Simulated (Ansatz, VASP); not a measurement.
# CoSi in VASP and in Ansatz

```
CELL_PARAMETERS angstrom
4.40106 0.00000 0.00000
0.00000 4.40106 0.00000
0.00000 0.00000 4.40106
ATOMIC_POSITIONS crystal
Co 0.14578 0.14578 0.14578
Co 0.35422 0.85422 0.64578
Co 0.64578 0.35422 0.85422
Co 0.85422 0.64578 0.35422
Si 0.84342 0.84342 0.84342
Si 0.65658 0.15658 0.34342
Si 0.34342 0.65658 0.15658
Si 0.15658 0.34342 0.65658
```

Alike in both runs: functional PBE; k mesh 8 × 8 × 8; occupations gaussian, width 0.05 eV; no spin polarisation.

Ansatz relaxed the structure, and its values are those at the end. VASP's run is a single point on that final structure, the one shown.

```csv
,VASP,Ansatz
version,VASP 6.6.1,Ansatz 0.2.0
potentials or method,"VASP PAW PBE potentials, release 64 (Co, Si)","scalar-relativistic, plane waves, PAW"
plane-wave cutoff (eV),520,420
valence electrons in the cell,52,84
```

```tsv
	VASP	Ansatz	Ansatz less VASP
gap on the k mesh at the Fermi level (eV)	none	none	-
pressure (GPa)	4.3	4.6	+0.33
```

A gap of «none» marks a metal or a gap that the smearing closes. The functional is the same, so the differences come from potentials, cutoffs and numerics. The two sets of potentials don't hold the same shells in valence. Ansatz warned: «stress_scf_threshold_loose».

Spin polarisation is off, so any magnetic state and its effect on volume and gap are missing.
